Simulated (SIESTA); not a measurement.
Runs of SIESTA 5.4.2 on C. It takes space group P6_3/mmc (No. 194, hexagonal). The conventional cell has a = 2.522 Å, b = 2.522 Å, c = 8.237 Å, α = 90.00°, β = 90.00°, γ = 120.00°. C (site symmetry 3m) has 4 C at 1.54 Å as nearest neighbours. Around C (site symmetry 3m) lie 4 C at 1.54 Å. This is a hexagonal form of diamond, not graphite.

| task | level | potentials or basis | cell | k mesh | optimiser | force tolerance | gap on the mesh (eV) | pressure (GPa) | relaxed volume (Å³/atom) | largest force (eV/Å) |
| --- | --- | --- | --- | --- | --- | --- | --- | --- | --- | --- |
| relaxation of cell and atoms | LDA | PseudoDojo 0.4 standard (LDA files), DZP (energy shift 0.002 Ry) | relaxed | 8 × 8 × 3 | CG | 0.02 eV/Å | (a) | 0.1 | 5.63 | 0.01 |
| band structure | B86bPBE | PseudoDojo 0.4 standard (PBE files), DZP (energy shift 0.002 Ry) | as given | 12 × 12 × 4 | - | - | 4.62 | 12.2 | - | 0.33 |
| relaxation of cell and atoms | PBEJsJrLO | PseudoDojo 0.4 standard (PBE files), DZP (energy shift 0.002 Ry) | relaxed | 8 × 8 × 3 | Broyden | 0.01 eV/Å | 4.57 | 0.0 | 5.77 | - |
| band structure | vdW-DF2 | PseudoDojo 0.4 standard (PBE files), DZP (energy shift 0.002 Ry) | as given | 12 × 12 × 4 | - | - | 5.02 | 30.8 | - | 0.35 |
| band structure | PBE | PseudoDojo 0.4 standard (PBE files), TZ (energy shift 0.002 Ry) | as given | 12 × 12 × 4 | - | - | 5.32 | (b) | - | 0.32 |

Alike in all rows: no spin polarisation; smearing fermi-dirac 0.05 eV; grid cutoff 500 Ry; energy shift 0.002 Ry.

**Question.** Fill in the values left out.

**Answer.** (a) 4.69; (b) 5.5.

Caveats: the basis of atomic orbitals isn't converged, which shifts pressures, moduli and gaps; the potentials were made for another functional, which shifts forces and pressure (some runs); an odd mesh through Γ misses points on the zone boundary, where band edges often lie (some runs); a pressure of tens of GPa on the cell as given is suspect, and the run, the potentials or the cell itself is likely at fault (some runs); the basis has no polarisation orbitals (some runs).
